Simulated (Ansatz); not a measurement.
# SiO2 (Fddd) in Ansatz: band structure with LDA

Aim: the band structure of SiO2 with LDA.

Program: Ansatz 0.2.0. These are calculated values, not measurements. Logs are shortened: lines on timing, memory, paths and dates and some standing lists are left out, and cuts for length are marked.

### 1 The crystal as given

Symmetry: Fddd, No. 70, orthorhombic system. Conventional cell: a = 4.719 Å, b = 9.433 Å, c = 14.726 Å, α = 90.00°, β = 90.00°, γ = 90.00°. Around Si (site symmetry 2) lie 4 O at 1.60 to 1.62 Å. O (site symmetry 2) has 2 Si at 1.62 Å as nearest neighbours. O (site symmetry -1) has 2 Si at 1.60 Å as nearest neighbours.

The cell comes from a database or a generator and needn't be the stable form of this composition.

### 2 Band structure, LDA

input.yaml reads:

```yaml
crystal:
  lattice:
    - [0.0, 4.71625711, 7.3627753715]
    - [2.3595806657, 0.0, 7.3627753715]
    - [2.3595806657, 4.71625711, 0.0]
  atoms:
    - { symbol: Si, position: [0.93676892, 0.93676892, 0.56323108] }
    - { symbol: Si, position: [0.68676892, 0.68676892, 0.31323108] }
    - { symbol: Si, position: [0.31323108, 0.31323108, 0.68676892] }
    - { symbol: Si, position: [0.56323108, 0.56323108, 0.93676892] }
    - { symbol: O, position: [0.0634396, 0.4365604, 0.0634396] }
    - { symbol: O, position: [0.4365604, 0.0634396, 0.4365604] }
    - { symbol: O, position: [0.8134396, 0.1865604, 0.8134396] }
    - { symbol: O, position: [0.1865604, 0.8134396, 0.1865604] }
    - { symbol: O, position: [0.125, 0.625, 0.625] }
    - { symbol: O, position: [0.625, 0.625, 0.625] }
    - { symbol: O, position: [0.625, 0.625, 0.125] }
    - { symbol: O, position: [0.625, 0.125, 0.625] }
hamiltonian:
  xc: lda
  pseudopotentials: { kind: paw }
kpoints:
  mp_grid: { grid: [7, 7, 7] }
  band_path:
    path:
      - [[0.0, 0.0, 0.0], [0.5, 0.0, 0.5], [1.0, 0.5, 0.5], [0.5, 0.5, 0.0], [0.0, 0.0, 0.0], [0.0, 0.3382529499, 0.3382529499], [0.5, 0.2130989552, 0.7130989552], [0.5, 0.0, 0.5]]
      - [[1.0, 0.5, 0.5], [1.0, 0.6617470501, 0.6617470501]]
      - [[0.0, 0.3382529499, 0.3382529499], [0.5, 0.7869010448, 0.2869010448], [0.5, 0.5, 0.0]]
      - [[0.5, 0.5, 0.5], [0.0, 0.0, 0.0]]
    npoints: 10
scf:
  occupations: { method: fermi_dirac, width: 0.05 }
  n_extra_bands: 30
output:
  forces: true
  stress: true
  eigenvalues: true
  fatbands: true
  write_density: true
  write_potential: true
  elf: true
  volumetric_format: npy
```

Potentials or basis: Ansatz PAW.

Command:

```sh
> ansatz run input.yaml --threads 4 --pin off --max-ram 11264MiB --backend cpu --events-out ev --progress --plain --runs-dir out
```

Standard output:

```text
Warning: RAYON_NUM_THREADS=4 ignored (pool sized by the plan → 4); use --threads N
scf.n_extra_bands = 30 over 32 filled bands (N_el = 64.0): the run solves 62 bands
Engine: ansatz 0.2.0, x86_64-unknown-linux-gnu
Pseudopotentials: kind: paw
Pseudopotential: Si, paw, valence charge 4, recommended cutoff 420 eV (normal), Si.paw.azcp
Pseudopotential: O, paw, valence charge 6, recommended cutoff 420 eV (normal), O.paw.azcp
Functional definition: SPW92
  exchange = slater_x
  correlation = pw_c
Crystal: 12 atoms, lattice volume = 163.872 Å³
Basis set: ecut = 420 eV, 3169 PW (Γ)
Bands: 62, of which v1, the nominal top of the filled ones, is band 32 counted from 1 (31 counted from 0)
Symmetry: 8 space group operations
Space group: Fddd (ITA 70), of the structure as read, at distance tolerance 5.5e-5 Å
k-points: 64 of 343
Non-local potential: Si, projectors of the file, l = 0: 2, l = 1: 2, l = 2: 2
Non-local potential: O, projectors of the file, l = 0: 2, l = 1: 2, l = 2: 1
PAW form: soft (Blöchl's): semilocal exchange-correlation on the pseudo side does not see the compensation charge
PAW frozen core: Si, regenerated for the run's functional, and the local potential with it (the file was generated under x = pbe(κ = 0.804, μ = 0.2195149727645171), c = pbe(β = 0.06672455060314922))
PAW frozen core: O, regenerated for the run's functional, and the local potential with it (the file was generated under x = pbe(κ = 0.804, μ = 0.2195149727645171), c = pbe(β = 0.06672455060314922))
PAW one-centre angular grid: Si, 110 points (default); XC on 64 Gauss nodes
PAW one-centre angular grid: O, 110 points (default); XC on 64 Gauss nodes
Initial density: superposition of atomic densities (neutral atoms: chi_scale 0, normalization atom), corrected by the library's trained network
Initial wavefunctions: pseudopotential atomic-orbital guess
Functional: x = slater, c = lda
SCF iter   1: F=—  HF=-6890.743672 eV  |F-HF|=—  |Δ(HF+E_count)|=         —  Δρ=1.36e-2  dr2=2.72e-1  ethr=1.77e-3  ⟨swp⟩=6.0  Hψ=20052  notcnv=0  defer=931
preconditioner: auto → Resta (q_TF=auto, 2.333 Å⁻¹)  ε∞=2.4  [insulator: Δε(μ)=5.362 eV  Ē_g=19.343 eV  σ=0.050 eV  W_gap=1.00  n_scr=30 (ndim 8)  ℏωp=23.2 eV  f_vac=0.190  D(μ)=0.00/eV (n_scr^D=0)  ε∞_Penn≈2.4]
SCF iter   2: F=—  HF=-6890.667195 eV  |F-HF|=—  |Δ(HF+E_count)|=   7.65e-2  Δρ=3.86e-3  dr2=7.88e-3  ethr=4.26e-4  ⟨swp⟩=3.0  Hψ=6921  notcnv=0  defer=1479
SCF iter   3: F=—  HF=-6890.664717 eV  |F-HF|=—  |Δ(HF+E_count)|=   2.48e-3  Δρ=1.61e-3  dr2=2.53e-3  ethr=1.23e-5  ⟨swp⟩=2.8  Hψ=5073  notcnv=0  defer=1479
SCF iter   4: F=—  HF=-6890.664046 eV  |F-HF|=—  |Δ(HF+E_count)|=   6.71e-4  Δρ=5.34e-4  dr2=2.97e-4  ethr=3.95e-6  ⟨swp⟩=1.0  Hψ=2489  notcnv=0  defer=1479
SCF iter   5: F=—  HF=-6890.663978 eV  |F-HF|=—  |Δ(HF+E_count)|=   6.78e-5  Δρ=1.05e-4  dr2=1.35e-5  ethr=4.64e-7  ⟨swp⟩=1.3  Hψ=2866  notcnv=0  defer=1479
SCF iter   6: F=—  HF=-6890.663908 eV  |F-HF|=—  |Δ(HF+E_count)|=   7.04e-5  Δρ=1.78e-5  dr2=3.88e-7  ethr=2.11e-8  ⟨swp⟩=2.0  Hψ=3973  notcnv=0  defer=1479
SCF iter   7: F=-6890.663908 eV  HF=-6890.663908 eV  |F-HF|=9.42e-9  |Δ(HF+E_count)|=   7.57e-8  Δρ=3.73e-6  dr2=1.53e-8  ethr=1.56e-10  ⟨swp⟩=19.0  Hψ=34743  notcnv=0
SCF 1 converged in 7 iterations: F = -6890.663908 eV  dr2 = 1.53e-8
NSCF: frozen V_eff on 114 k-points
SCF converged after 7 iterations
Free energy (F): -6890.663908 eV
Harris-Foulkes:  -6890.663908 eV  (|F-HF|=9.42e-9)
Internal energy: -6890.663908 eV  (E = F + TS)
E sigma→0 (E₀):  -6890.663908 eV
Fermi energy:    4.311291 eV
--- Per-component energies (eV) ---
  E_band       = -343.849324
  E_kinetic    = 1601.378973
  E_local      = -4269.168191  (includes V_loc(G=0)·N_el)
  E_nonlocal   = 501.732835
  E_hartree    = 1539.671214
  E_xc         = -802.308465
  E_vxc        = -938.836319  (∫ρ·V_xc dr)
  E_paw        = -3132.446430  (= ΣΔE_a)
  E_vpaw       = -318.319326  (= ΣTr[D̂ρ^β])
  E_aug_tail   = 0.021338  (compensation charges beyond the density's cutoff)
  E_ewald      = -2330.657877
  E_core_change = 1.112695  (= ΣΔE_core)
  E_smearing   = -0.000000  (= −TS)
  E_closure    = -0.000000  (closes the sum)
  Σ components = -6890.663908   (vs F -6890.663908, Δ=0.00e0)
--- Forces (eV/Å), atoms counted from 1 ---
  atom   1  Si     0.00000000     0.00000000     0.07361032
  atom   2  Si    -0.00000000     0.00000000     0.07361032
  atom   3  Si    -0.00000000    -0.00000000    -0.07361032
  atom   4  Si     0.00000000    -0.00000000    -0.07361032
  atom   5  O     -0.00000000    -0.07157208    -0.00000000
  atom   6  O      0.00000000     0.07157208     0.00000000
  atom   7  O      0.00000000    -0.07157208     0.00000000
  atom   8  O      0.00000000     0.07157208     0.00000000
  atom   9  O      0.00000000     0.00000000    -0.00000000
  atom  10  O      0.00000000     0.00000000     0.00000000
  atom  11  O      0.00000000     0.00000000     0.00000000
  atom  12  O      0.00000000     0.00000000     0.00000000
  max |Σ_I F_I| component: 2.78e-17 eV/Å
--- Stress (GPa, compression-positive) ---
       -1.961403       0.000000       0.000000
        0.000000      -1.505472       0.000000
        0.000000       0.000000      -1.691440
  P = ⅓ Tr σ = -1.7194 GPa (-17.194 kbar)
--- Band table (eV; the first three rows and the last of 64) ---
  k-point 0: bands = ["-17.7117", "-16.7630", "-16.7410", "-15.6368", "-15.5904", "-15.4817", "-15.4496", "-15.4385", "-8.1924", "-6.3422", "-5.4271", "-4.4864", "-4.3292", "-3.9397", "-3.7092", "-3.4853", "-1.7159", "-1.2064", "-1.1891", "-1.1664", "-0.9659", "-0.7000", "-0.6560", "-0.3292", "-0.2900", "-0.1697", "0.2879", "0.6965", "0.8298", "1.0348", "1.4368", "1.4746", "7.0039", "9.5358", "9.5863", "9.9267", "10.0234", "11.1371", "11.4161", "11.5989", "12.3812", "12.9288", "13.1249", "13.5831", "13.6962", "13.7774", "14.4409", "14.5632", "14.7107", "14.9831", "15.5715", "15.8462", "16.0953", "16.3093", "16.3574", "16.4622", "16.6542", "17.2114", "18.5194", "18.6891", "18.7450", "18.7945"]
  k-point 1: bands = ["-17.6425", "-16.8567", "-16.6244", "-15.6947", "-15.6068", "-15.5052", "-15.4753", "-15.4666", "-8.0057", "-6.4379", "-5.4924", "-4.4091", "-4.2212", "-3.9349", "-3.7851", "-3.5142", "-1.7387", "-1.4963", "-1.1587", "-1.1312", "-0.7651", "-0.6356", "-0.5552", "-0.4213", "-0.3231", "-0.2341", "0.3860", "0.6793", "0.7772", "1.0443", "1.3449", "1.4113", "7.3417", "9.7182", "9.8257", "9.9496", "10.2517", "11.0821", "11.3913", "11.7409", "11.9846", "12.6651", "12.7074", "13.2195", "13.7483", "14.3157", "14.4609", "14.5078", "14.6786", "14.7627", "15.4610", "15.6138", "16.0641", "16.2138", "16.3825", "16.4336", "16.6521", "17.7334", "18.3125", "18.6557", "18.7459", "18.8065"]
  k-point 2: bands = ["-17.4535", "-16.9073", "-16.5384", "-15.9387", "-15.6194", "-15.5407", "-15.5128", "-15.4873", "-7.5743", "-6.5655", "-5.6213", "-4.4523", "-4.1394", "-3.8733", "-3.7667", "-3.5414", "-1.7819", "-1.7099", "-1.1316", "-1.0555", "-0.9811", "-0.7079", "-0.5098", "-0.3461", "-0.2853", "0.0163", "0.4303", "0.6076", "0.7225", "1.0558", "1.2072", "1.2662", "8.1803", "10.0817", "10.1764", "10.4594", "10.6200", "10.8734", "11.3452", "11.5004", "11.8872", "11.9827", "12.5150", "13.0902", "13.4873", "13.9053", "14.0075", "14.5478", "14.5590", "14.6037", "15.1044", "15.2158", "15.8566", "16.2394", "16.4720", "16.9003", "17.0769", "17.8406", "18.2231", "18.3192", "18.6325", "18.9725"]
  k-point 63: bands = ["-17.4156", "-17.3827", "-16.0155", "-15.9286", "-15.6177", "-15.6012", "-15.4608", "-15.4594", "-7.4937", "-7.3455", "-4.7335", "-4.4579", "-4.3242", "-4.0690", "-3.7141", "-3.7132", "-1.5166", "-1.4652", "-1.1758", "-1.1281", "-0.9268", "-0.8632", "-0.4374", "-0.4142", "-0.2679", "-0.1661", "0.5391", "0.6577", "0.8620", "0.9710", "1.1887", "1.2959", "8.3564", "8.3731", "10.1174", "10.1844", "10.5969", "10.6345", "11.1588", "11.4065", "12.2973", "12.3745", "12.9341", "13.1755", "13.8911", "13.9231", "14.8031", "14.8947", "15.1699", "15.2383", "15.4019", "15.6093", "15.7403", "15.8172", "16.5647", "16.6199", "16.7535", "16.8743", "17.9421", "17.9925", "19.0016", "19.3696"]
```

bands.tsv:

```text
[... 140 lines left out ...]
```

Wall time 44 s (4 threads of Intel Xeon at 2.50GHz (Skylake/Cascade Lake), shared host); peak memory 1.1 GiB.

What came out:

```
Free energy             : -6890.6639 eV
Pressure                : -1.7 GPa
Largest force           : 0.074 eV/Å
Band gap on the k mesh  : 5.53 eV, direct
Band gap along the path : 5.53 eV, direct
```

Forces in eV/Å, atoms in the order of the input:
```
Si   0.000  0.000  0.074
Si   0.000  0.000  0.074
Si   0.000  0.000 -0.074
Si   0.000  0.000 -0.074
O    0.000 -0.072  0.000
O    0.000  0.072  0.000
O    0.000 -0.072  0.000
O    0.000  0.072  0.000
O    0.000  0.000  0.000
O    0.000  0.000  0.000
O    0.000  0.000  0.000
O    0.000  0.000  0.000
```

Stress tensor (GPa, compression positive):
```
-1.96  0.00  0.00
 0.00 -1.51  0.00
 0.00  0.00 -1.69
```

Levels at the corners of the path, in eV from the valence-band top:
| point | band 28 | band 29 | band 30 | band 31 | band 32 | band 33 | band 34 | band 35 | band 36 | band 37 |
| --- | --- | --- | --- | --- | --- | --- | --- | --- | --- | --- |
| Γ | -0.78 | -0.64 | -0.44 | -0.04 | 0.00 | 5.53 | 8.06 | 8.11 | 8.45 | 8.55 |
| Y | -1.39 | -0.88 | -0.88 | -0.26 | -0.26 | 7.70 | 7.70 | 9.29 | 9.29 | 9.90 |
| T | -1.23 | -0.91 | -0.91 | -0.12 | -0.12 | 8.02 | 8.02 | 8.78 | 8.78 | 9.64 |
| Z | -0.80 | -0.63 | -0.63 | -0.17 | -0.17 | 6.67 | 6.67 | 8.55 | 8.55 | 9.02 |
| Γ | -0.78 | -0.64 | -0.44 | -0.04 | 0.00 | 5.53 | 8.06 | 8.11 | 8.45 | 8.55 |
| X | -0.97 | -0.93 | -0.74 | -0.40 | -0.13 | 8.52 | 8.55 | 8.87 | 8.93 | 9.23 |
| A1 | -0.91 | -0.71 | -0.71 | -0.29 | -0.29 | 8.45 | 8.45 | 9.05 | 9.05 | 9.46 |
| Y | -1.39 | -0.88 | -0.88 | -0.26 | -0.26 | 7.70 | 7.70 | 9.29 | 9.29 | 9.90 |
| T | -1.23 | -0.91 | -0.91 | -0.12 | -0.12 | 8.02 | 8.02 | 8.78 | 8.78 | 9.64 |
| X1 | -0.97 | -0.93 | -0.74 | -0.40 | -0.13 | 8.52 | 8.55 | 8.87 | 8.93 | 9.23 |
| X | -0.97 | -0.93 | -0.74 | -0.40 | -0.13 | 8.52 | 8.55 | 8.87 | 8.93 | 9.23 |
| A | -0.91 | -0.71 | -0.71 | -0.29 | -0.29 | 8.45 | 8.45 | 9.05 | 9.05 | 9.46 |
| Z | -0.80 | -0.63 | -0.63 | -0.17 | -0.17 | 6.67 | 6.67 | 8.55 | 8.55 | 9.02 |
| L | -0.95 | -0.62 | -0.58 | -0.32 | -0.26 | 7.95 | 8.53 | 8.75 | 9.25 | 9.50 |
| Γ | -0.78 | -0.64 | -0.44 | -0.04 | 0.00 | 5.53 | 8.06 | 8.11 | 8.45 | 8.55 |

Caveat: the pressure holds a Pulay correction of +0.8 GPa for the finite cutoff; the PAW data sets come from PBE, with cores solved anew for the run's functional, which leaves a small shift of forces and pressure. LDA gaps usually lie below the measured ones, often by a third to a half.
